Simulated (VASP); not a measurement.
# NaH6 (Pm-3m) in VASP: notebook

One crystal, NaH6, is run at these levels: PBE; tasks: single point, relaxation of cell and atoms.

Program: VASP 6.6.1. These are calculated values, not measurements. Logs are shortened: lines on timing, memory, paths and dates and some standing lists are left out, and cuts for length are marked.

## Step 1: The cell of the first run

It takes space group Pm-3m (No. 221, cubic). Conventional cell: a = 3.647 Å, b = 3.647 Å, c = 3.647 Å, α = 90.00°, β = 90.00°, γ = 90.00°. Na (site symmetry m-3m) is surrounded by 6 H at 1.82 Å. H (site symmetry 4/mmm) is surrounded by 2 Na at 1.82 Å and 4 H at 1.82 Å. Around H (site symmetry 4/mmm) lie 4 H at 1.82 Å.

The cell was built by a generator and needn't be a form met in nature.

## Step 2: Single point, PBE (random cell by space group and Wyckoff sites (Pm-3m, No. 221))

The input, INCAR:

```
  ALGO = Fast
  EDIFF = 1E-6
  ENCUT = 520
  GGA = PE
  ISIF = 2
  ISMEAR = 0
  LASPH = T
  LCHARG = F
  LREAL = F
  LWAVE = F
  NBANDS = 16
  NELM = 100
  PREC = Accurate
  SIGMA = 0.1
```

The input, KPOINTS:

```
k-points
0
Gamma
  6 6 6
```

The input, POSCAR:

```
NaH6
1.0
    3.6469030869      0.0000000000      0.0000000000
    0.0000000000      3.6469030869      0.0000000000
    0.0000000000      0.0000000000      3.6469030869
Na H
1 6
Direct
    0.5000000000      0.5000000000      0.5000000000
    0.0000000000      0.5000000000      0.5000000000
    0.5000000000      0.0000000000      0.5000000000
    0.5000000000      0.5000000000      0.0000000000
    0.5000000000      0.0000000000      0.0000000000
    0.0000000000      0.5000000000      0.0000000000
    0.0000000000      0.0000000000      0.5000000000
```

Potentials or basis: VASP PAW PBE potentials, release 64 (Na_pv, H).

On the command line:

```sh
cat potpaw_PBE.64/Na_pv/POTCAR potpaw_PBE.64/H/POTCAR > POTCAR
mpirun -np 1 vasp_std > vasp.out
```

OUTCAR:

```text
EDIFF = 1E-6
   ENCUT = 520
   GGA = PE
   ISIF = 2
   ISMEAR = 0
   LASPH = T
   LREAL = F
   NELM = 100
   PREC = Accurate

 ion  position               nearest neighbor table
   1  0.500  0.500  0.500-   2 1.82   3 1.82   4 1.82   4 1.82   3 1.82   2 1.82
   2  0.000  0.500  0.500-   1 1.82   1 1.82
   3  0.500  0.000  0.500-   1 1.82   1 1.82
   4  0.500  0.500  0.000-   1 1.82   1 1.82
   5  0.500  0.000  0.000-
   6  0.000  0.500  0.000-
   7  0.000  0.000  0.500-

  LATTYP: Found a simple cubic cell.
 ALAT       =     3.6469030869

  Lattice vectors:

 A1 = (   3.6469030869,   0.0000000000,   0.0000000000)
 A2 = (   0.0000000000,   3.6469030869,   0.0000000000)
 A3 = (   0.0000000000,   0.0000000000,   3.6469030869)

Analysis of symmetry for initial positions (statically):
=====================================================================
 Subroutine PRICEL returns:
 Original cell was already a primitive cell.

 Routine SETGRP: Setting up the symmetry group for a
 simple cubic supercell.

 Subroutine GETGRP returns: Found 48 space group operations
 (whereof 48 operations were pure point group operations)
 out of a pool of 48 trial point group operations.

The static configuration has the point symmetry O_h .

Analysis of symmetry for dynamics (positions and initial velocities):
=====================================================================
 Subroutine PRICEL returns:
 Original cell was already a primitive cell.

 Routine SETGRP: Setting up the symmetry group for a
 simple cubic supercell.

 Subroutine GETGRP returns: Found 48 space group operations
 (whereof 48 operations were pure point group operations)
 out of a pool of 48 trial point group operations.

The dynamic configuration has the point symmetry O_h .

 Subroutine INISYM returns: Found 48 space group operations
 (whereof 48 operations are pure point group operations),
 and found     1 'primitive' translations

----------------------------------------------------------------------------------------

                                     Primitive cell

  volume of cell :      48.5035

  direct lattice vectors                    reciprocal lattice vectors
[... 97 lines left out ...]
   NFREE  =      0    steps in history (QN), initial steepest desc. (CG)
   ISIF   =      2    stress and relaxation
   ISYM   =      2    0-nonsym 1-usesym 2-fastsym
   POTIM  = 0.5000    time-step for ionic-motion
   TEBEG  =    0.0;   TEEND  =   0.0 temperature during run
   PSTRESS=    0.0 pullay stress
   NELECT =      13.0000    total number of electrons
   NUPDOWN=      -1.0000    fix difference up-down
   EMIN   =  10.00;   EMAX   =-10.00  energy-range for DOS
   EFERMI =   0.00;   METHOD = LEGACY
   ISMEAR =     0;   SIGMA  =   0.10  broadening in eV -4-tet -1-fermi 0-gaus
   EFERMI_NEDOS =   21; number of points for ismear=-14 and -15
   IALGO  =     68    algorithm
   IMIX   =      4    mixing-type and parameters
     AMIX     =   0.40;   BMIX     =  1.00
     AMIX_MAG =   1.60;   BMIX_MAG =  1.00
  volume/ion in A,a.u.               =       6.93        46.76
  Fermi-wavevector in a.u.,A,eV,Ry     =   1.055517  1.994637 15.158458  1.114115
  Thomas-Fermi vector in A             =   2.190718
   LORBIT       =      0    0 simple, 1 ext, 2 COOP (PROOUT), +10 PAW based schemes
   GGA     = PE    functional components
   LHFCALC =     F    Hartree Fock is set to
   AEXX    =    0.0000 exact exchange contribution
   IVDW    =     0    specifies the selected vdW correction
   LEPSILON=     F    determine dielectric tensor
   LRPA    =     F    only Hartree local field effects (RPA)
 non-spin polarized calculation
 RMM-DIIS sequential band-by-band and
 Gauss-broadening in eV      SIGMA  =   0.10
  energy-cutoff  :      520.00
  volume of cell :       48.50
 maximum number of plane-waves:      1328
 NGX is ok and might be reduce to    28
   NGX = 13   NGY = 13   NGZ = 13

 number of electron      13.0000020 magnetization

 Free energy of the ion-electron system (eV)
  ---------------------------------------------------
  ext. energy  EPLUGINS =         0.00000000
  ---------------------------------------------------
  free energy    TOTEN  =       -13.74171599 eV

  energy without entropy =      -13.73076004  energy(sigma->0) =      -13.73623801

 E-fermi :  -0.4916     XC(G=0):  -8.7600

 val. band max:       -0.5443254014   @ k =   0.3333   0.3333   0.0000
 cond. band min:      -0.4692626747   @ k =   0.5000   0.1667   0.0000
 fundamental gap:      0.0750627267
 Fermi energy:        -0.4916162783

 k-point     1 :       0.0000    0.0000    0.0000
  band No.  band energies     occupation
      1     -22.9493      2.00000
      2     -22.9493      2.00000
      3     -22.9493      2.00000
      4      -8.9070      2.00000
      5      -2.8433      2.00000
      6      -2.8433      2.00000
[... 357 lines left out ...]
      3     -23.0077      2.00000
      4      -2.4224      2.00000
      5      -2.4224      2.00000
      6      -2.4224      2.00000
[... 8 lines left out ...]
     15      18.0192      0.00000
     16      18.0192      0.00000

------------------------ aborting loop because EDIFF is reached ----------------------------------------

  FORCE on cell =-STRESS in cart. coord.  units (eV):
  Direction    XX          YY          ZZ          XY          YZ          ZX
  --------------------------------------------------------------------------------------
  -------------------------------------------------------------------------------------
  Total        0.0416304      0.0416304      0.0416304     -0.0000000      0.0000000     -0.0000000
  in kB        1.3751464      1.3751464      1.3751464     -0.0000000      0.0000000     -0.0000000
  external PRESSURE =       1.3751464 kB  Pullay stress =       0.0000000 kB

 VOLUME and BASIS-vectors are now :
 -----------------------------------------------------------------------------
  energy-cutoff  :      520.00
  volume of cell :       48.50
      direct lattice vectors                 reciprocal lattice vectors
     3.646903087  0.000000000  0.000000000     0.274205257  0.000000000  0.000000000
     0.000000000  3.646903087  0.000000000     0.000000000  0.274205257  0.000000000
     0.000000000  0.000000000  3.646903087     0.000000000  0.000000000  0.274205257

 POSITION                                       TOTAL-FORCE (eV/Angst)
 -----------------------------------------------------------------------------------
      1.82345      1.82345      1.82345         0.000000      0.000000      0.000000
      0.00000      1.82345      1.82345         0.000000      0.000000      0.000000
      1.82345      0.00000      1.82345         0.000000      0.000000      0.000000
      1.82345      1.82345      0.00000         0.000000      0.000000      0.000000
      1.82345      0.00000      0.00000         0.000000      0.000000      0.000000
      0.00000      1.82345      0.00000         0.000000      0.000000      0.000000
      0.00000      0.00000      1.82345         0.000000      0.000000      0.000000
 -----------------------------------------------------------------------------------
    total drift:                                0.000000      0.000000      0.000000

  FREE ENERGIE OF THE ION-ELECTRON SYSTEM (eV)
  ---------------------------------------------------
  free  energy   TOTEN  =       -13.7417159875 eV

  energy  without entropy=      -13.7307600402  energy(sigma->0) =      -13.73623801
```

stdout:

```text
POSCAR found type information on POSCAR NaH
 POSCAR found :  2 types and       7 ions
 scaLAPACK will be used
 LDA part: xc-table for (Slater+PW92), standard interpolation
 POSCAR, INCAR and KPOINTS ok, starting setup
 FFT: planning ... GRIDC
 FFT: planning ... GRID_SOFT
 FFT: planning ... GRID
 WAVECAR not read
 entering main loop
```

It took 9.8 s on 1 thread of Intel Xeon Platinum 8488C (Sapphire Rapids), shared host; peak memory 0.14 GiB.

Results:

```yaml
Free_energy: -13.7417 eV
Pressure: 0.1 GPa
Band_gap_on_the_k_mesh: none (metal or under the smearing width)
```

## Step 3: Relaxation of cell and atoms, PBE (random cell by space group and Wyckoff sites (Pm-3m, No. 221))

The input, INCAR:

```
SYSTEM = NaH6
ALGO = Fast ; EDIFF = 1E-6
EDIFFG = -0.04 ; ENCUT = 600
GGA = PE ; IBRION = 2
ISIF = 3 ; ISMEAR = 0
LASPH = .True. ; LCHARG = .False.
LREAL = .False. ; LWAVE = .False.
NELM = 100 ; NSW = 90
PREC = Accurate ; SIGMA = 0.1
```

The input, KPOINTS:

```
k-points
0
Gamma
  6 6 6
  0 0 0
```

Edit POSCAR of step 2 so:

```diff
@@ -2,5 +2,5 @@
 1.0
-    3.6469030869      0.0000000000      0.0000000000
-    0.0000000000      3.6469030869      0.0000000000
-    0.0000000000      0.0000000000      3.6469030869
+    3.6376408278      0.0000000000      0.0000000000
+    0.0000000000      3.6376408278      0.0000000000
+    0.0000000000      0.0000000000      3.6376408278
 Na H
```

Potentials or basis: VASP PAW PBE potentials, release 64 (Na_pv, H).

On the command line:

```sh
cat potpaw_PBE.64/Na_pv/POTCAR potpaw_PBE.64/H/POTCAR > POTCAR
mpirun -np 1 vasp_std > vasp.out
```

It took 10 s on 1 thread of Intel Xeon Platinum 8488C (Sapphire Rapids), shared host; peak memory 0.15 GiB.

The run converged. Its results:

```yaml
Free_energy: -13.7416 eV
Pressure_after_relaxing: 0.6 GPa
Band_gap_on_the_k_mesh: none (metal or under the smearing width)
```

Final structure:
```yaml
crystal:
  lattice:
    - [3.63764, 0.00000, 0.00000]
    - [0.00000, 3.63764, 0.00000]
    - [0.00000, 0.00000, 3.63764]
  atoms:
    - { symbol: Na, position: [0.50000, 0.50000, 0.50000] }
    - { symbol: H, position: [0.00000, 0.50000, 0.50000] }
    - { symbol: H, position: [0.50000, 0.00000, 0.50000] }
    - { symbol: H, position: [0.50000, 0.50000, 0.00000] }
    - { symbol: H, position: [0.50000, 0.00000, 0.00000] }
    - { symbol: H, position: [0.00000, 0.50000, 0.00000] }
    - { symbol: H, position: [0.00000, 0.00000, 0.50000] }
```

Levels at points of the mesh, in eV from the Fermi level:
```tsv
k point	band 4	band 5	band 6	band 7	band 8	band 9
(0.00, 0.00, 0.00)	-8.47	-2.36	-2.36	4.23	4.36	4.36
(0.50, 0.00, 0.00)	-6.10	-5.88	-0.41	0.58	3.58	4.05
(0.50, 0.50, 0.00)	-4.30	-4.30	-2.74	-2.43	2.93	2.93
(0.50, 0.50, 0.50)	-1.94	-1.94	-1.94	-1.83	-1.83	-1.83
```

Caveat: the relaxation stopped at its first step, so nothing moved.

## Step 4: Single point, PBE (random cell by space group and Wyckoff sites (Pm-3m, No. 221))

The input, INCAR:

```
SYSTEM = NaH6
ALGO = Fast
EDIFF = 1E-7
ENCUT = 520
GGA = PE
ISIF = 2
ISMEAR = 0
LASPH = .TRUE.
LCHARG = .FALSE.
LREAL = .FALSE.
LWAVE = .FALSE.
NBANDS = 16
NELM = 100
PREC = Accurate
SIGMA = 0.1
```

The input, KPOINTS:

```
k-points
0
G
  4 4 4
  0 0 0
```

Edit POSCAR of step 3 so:

```diff
@@ -2,5 +2,5 @@
 1.0
-    3.6376408278      0.0000000000      0.0000000000
-    0.0000000000      3.6376408278      0.0000000000
-    0.0000000000      0.0000000000      3.6376408278
+    3.7928496700      0.0000000000      0.0000000000
+    0.0000000000      3.7928496700      0.0000000000
+    0.0000000000      0.0000000000      3.7928496700
 Na H
```

On the command line:

```sh
cat potpaw_PBE.64/Na_pv/POTCAR potpaw_PBE.64/H/POTCAR > POTCAR
mpirun -np 1 vasp_std > vasp.out
```

It took 13 s on 1 thread of Intel Xeon Platinum 8488C (Sapphire Rapids), shared host; peak memory 0.14 GiB.

Results (log left out):

```
Free energy            : -13.7751 eV
Pressure               : -4.2 GPa
Band gap on the k mesh : none (metal or under the smearing width)
```

Levels at points of the mesh, in eV from the Fermi level:
| k point | band 3 | band 4 | band 5 | band 6 | band 7 | band 8 | band 9 | band 10 |
| --- | --- | --- | --- | --- | --- | --- | --- | --- |
| (0.00, 0.00, 0.00) | -21.93 | -7.20 | -1.70 | -1.70 | 4.21 | 4.27 | 4.27 | 7.06 |
| (0.50, 0.00, 0.00) | -21.92 | -5.08 | -4.85 | 0.06 | 0.95 | 3.65 | 3.99 | 9.26 |
| (0.50, 0.50, 0.00) | -21.92 | -3.46 | -3.46 | -2.04 | -1.61 | 3.02 | 3.02 | 9.93 |
| (0.50, 0.50, 0.50) | -21.97 | -1.37 | -1.37 | -1.37 | -1.12 | -1.12 | -1.12 | 6.41 |

Caveat: the k mesh is coarse (spacing up to 0.41 Å⁻¹), so the values aren't converged.

(Continued in part 2 of 2.)
